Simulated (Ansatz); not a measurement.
## Ta2N: changing the functional

```
CELL_PARAMETERS angstrom
3.11286 0.00000 0.00000
-1.55643 2.69582 0.00000
0.00000 0.00000 4.86984
ATOMIC_POSITIONS crystal
Ta 0.33333 0.66667 0.25471
Ta 0.66667 0.33333 0.74529
N 0.00000 0.00000 0.00000
```

The cell comes from a database or a generator and needn't be the stable form of this composition.

Kept alike: task equation of state; k mesh 10 × 10 × 6; occupations fermi-dirac, width 0.05 eV; no spin polarisation. Program: Ansatz, Ansatz PAW. Cutoffs run from 420 to 500 eV. The mesh is that of the run's cell of 3 atoms. No spin-orbit coupling.

| functional | volume (Å³/atom) | bulk modulus (GPa) |
| --- | --- | --- |
| LDA | 12.943 | 316.9 |
| PBE | 13.560 | 281.3 |
| PBEsol | 13.188 | 302.2 |
| r2SCAN | 13.375 | 299.5 |

Volume and modulus come from cells scaled at fixed shape and fractions; off cubic symmetry such a modulus can lie above the relaxed one. All rows use potentials made for PBE.

**Question.** What does the functional change here?

**Answer.** The volume runs from 12.943 (LDA) to 13.560 Å³/atom (PBE). From PBE: LDA -0.617; PBEsol -0.372; r2SCAN -0.185. The bulk modulus runs from 281.3 (PBE) to 316.9 GPa (LDA). From PBE: LDA +35.6; PBEsol +20.9; r2SCAN +18.2.
